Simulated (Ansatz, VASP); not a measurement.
**AlN in VASP and in Ansatz**

INCAR

```
PREC = Accurate
ENCUT = 520
EDIFF = 1E-6
ISMEAR = 0
SIGMA = 0.02
LREAL = False
LASPH = True
NELM = 100
ALGO = Normal
ISIF = 2
LWAVE = False
LCHARG = False
NBANDS = 16
```

File KPOINTS:

```
Automatic mesh
0
Gamma
  9 9 6
```

Contents of POSCAR:

```
AlN
1.0
    3.0888185201      0.0000000000      0.0000000000
   -1.5444092601      2.6749953061      0.0000000000
    0.0000000000      0.0000000000      4.9430560284
Al N
2 2
Direct
    0.3333333333      0.6666666667     -0.0019998331
    0.6666666667      0.3333333333      0.4980001669
    0.3333333333      0.6666666667      0.3799998331
    0.6666666667      0.3333333333      0.8799998331
```

Input for Ansatz:

```yaml
crystal:
  lattice:
    - [3.0888185201, 0.0, 0.0]
    - [-1.5444092601, 2.6749953061, 0.0]
    - [0.0, 0.0, 4.9430560284]
  atoms:
    - { symbol: Al, position: [0.3333333333, 0.6666666667, -0.0019998331] }
    - { symbol: Al, position: [0.6666666667, 0.3333333333, 0.4980001669] }
    - { symbol: "N", position: [0.3333333333, 0.6666666667, 0.3799998331] }
    - { symbol: "N", position: [0.6666666667, 0.3333333333, 0.8799998331] }
basis:
  ecutwfc: 420
kpoints:
  mp_grid: { grid: [9, 9, 6] }
  band_path:
    path:
      - [[0.0, 0.0, 0.0], [0.5, 0.0, 0.0], [0.33333333, 0.33333333, 0.0], [0.0, 0.0, 0.0], [0.0, 0.0, 0.5], [0.5, 0.0, 0.5], [0.33333333, 0.33333333, 0.5], [0.0, 0.0, 0.5]]
      - [[0.5, 0.0, 0.5], [0.5, 0.0, 0.0]]
      - [[0.33333333, 0.33333333, 0.5], [0.33333333, 0.33333333, 0.0]]
    npoints: 10
hamiltonian:
  xc: lda
scf:
  occupations: { method: gaussian, width: 0.02 }
  n_extra_bands: 8
output:
  forces: true
  stress: true
  eigenvalues: true
```

Alike in both runs: task single point; functional LDA; k mesh 9 × 9 × 6; occupations gaussian, width 0.02 eV; no spin polarisation.

|  | VASP | Ansatz |
| --- | --- | --- |
| version | VASP 6.6.1 | Ansatz 0.2.0 |
| potentials or method | VASP PAW LDA potentials, release 64 (Al, N) | scalar-relativistic, plane waves, PAW |
| plane-wave cutoff (eV) | 520 | 420 |
| valence electrons in the cell | 16 | 16 |

```csv
,VASP,Ansatz,Ansatz less VASP
gap on the k mesh at the Fermi level (eV),4.42,4.42,-0.007
least direct gap on the mesh (eV),4.42,4.42,-0.007
pressure (GPa),0.6,0.0,-0.61
```

Caveats: an odd mesh through Γ misses points on the zone boundary, where band edges often lie. A hybrid or GW would open this gap; LDA tends to underestimate it.
